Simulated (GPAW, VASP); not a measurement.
Given: the input of a run of VASP 6.6.1 on MnO. 

The input INCAR:

```
PREC = Accurate ; ENCUT = 520
EDIFF = 1E-6 ; ISMEAR = 0
SIGMA = 0.05 ; LREAL = False
LASPH = True ; NELM = 120
ALGO = Normal ; ISIF = 2
LWAVE = False ; LCHARG = False
ISPIN = 2 ; MAGMOM = 4 0
LORBIT = 11 ; LMAXMIX = 4
LDAU = True ; LDAUTYPE = 2
LDAUL = 2 -1 ; LDAUU = 6 0
LDAUJ = 0 0 ; LDAUPRINT = 1
METAGGA = R2SCAN ; LMIXTAU = True
```

KPOINTS

```
Automatic mesh
0
Gamma
  7 7 7
```

The input POSCAR:

```
MnO
1.0
    0.0000000000      2.2220003300      2.2220003300
    2.2220003300      0.0000000000      2.2220003300
    2.2220003300      2.2220003300      0.0000000000
Mn O
1 1
Direct
    0.0000000000      0.0000000000      0.0000000000
    0.5000000000      0.5000000000      0.5000000000
```

Potentials or basis: VASP PAW PBE potentials, release 64 (Mn_pv, O).

Run with:

```bash
$ cat potpaw_PBE.64/Mn_pv/POTCAR potpaw_PBE.64/O/POTCAR > POTCAR
$ mpirun -np 1 vasp_std > vasp.out
```

Problem. Set up the same calculation for GPAW 26.7.0 (ASE script). Potentials or basis there: GPAW PAW data sets (gpaw-data 1.2.1), cutoff 800 eV.

Solution. As run (cutoffs and basis follow the program's own potentials, and thresholds, step limits or extra output files can differ):

The input run.py:

```python
from ase.dft.bandgap import bandgap
from ase.io import read, write
from ase.units import GPa
from gpaw import GPAW, PW

atoms = read('POSCAR')
atoms.set_initial_magnetic_moments([4.0, 0.0])

calc = GPAW(mode=PW(800),
            xc='MGGA_X_R2SCAN+MGGA_C_R2SCAN',
            kpts={'size': (7, 7, 7), 'gamma': True},
            occupations={'name': 'methfessel-paxton', 'order': 0, 'width': 0.05},
            setups={'Mn': ':d,6.0'},
            nbands=21,
            convergence={'density': 1e-05, 'energy': 1e-05},
            maxiter=150,
            txt='gpaw.txt')
atoms.calc = calc
energy = atoms.get_potential_energy()
forces = atoms.get_forces()
stress = atoms.get_stress()
calc.write('gs.gpw')
write('result.traj', atoms)
print(f'Energy: {energy:.6f} eV')
print('Forces (eV/A):')
print(forces.round(4))
print('Stress (GPa):', (stress / GPa).round(3))
print('Moments:', calc.get_magnetic_moments().round(3))
print('Fermi level:', round(calc.get_fermi_level(), 4), 'eV')
print(f'Gap: {bandgap(calc)[0]:.4f} eV, direct: {bandgap(calc, direct=True)[0]:.4f} eV')
```

Contents of POSCAR:

```
MnO
1.0
    0.0000000000      2.2220003300      2.2220003300
    2.2220003300      0.0000000000      2.2220003300
    2.2220003300      2.2220003300      0.0000000000
Mn O
1 1
Direct
    0.0000000000      0.0000000000      0.0000000000
    0.5000000000      0.5000000000      0.5000000000
```

Potentials or basis: GPAW PAW data sets (gpaw-data 1.2.1), pw.

Launch:

```sh
$ OMP_NUM_THREADS=1 python run.py
```

Both were run:

|  | VASP | GPAW |
| --- | --- | --- |
| Pressure | 4.8 GPa | 8.1 GPa |
| Net moment | 5.00 μB per cell | 5.00 μB per cell |

The potentials hold 19 and 21 valence electrons a cell.

VASP's potentials were made for PBE. GPAW's potentials were made for PBE.

The magnetic state is the one that the start led to; the real crystal's order can differ.

The two runs disagree by more than potentials and bases usually give (in gap, levels, pressure or energy); the cause wasn't traced.

How U acts hangs on each program's projectors.

Pressure is positive in compression.
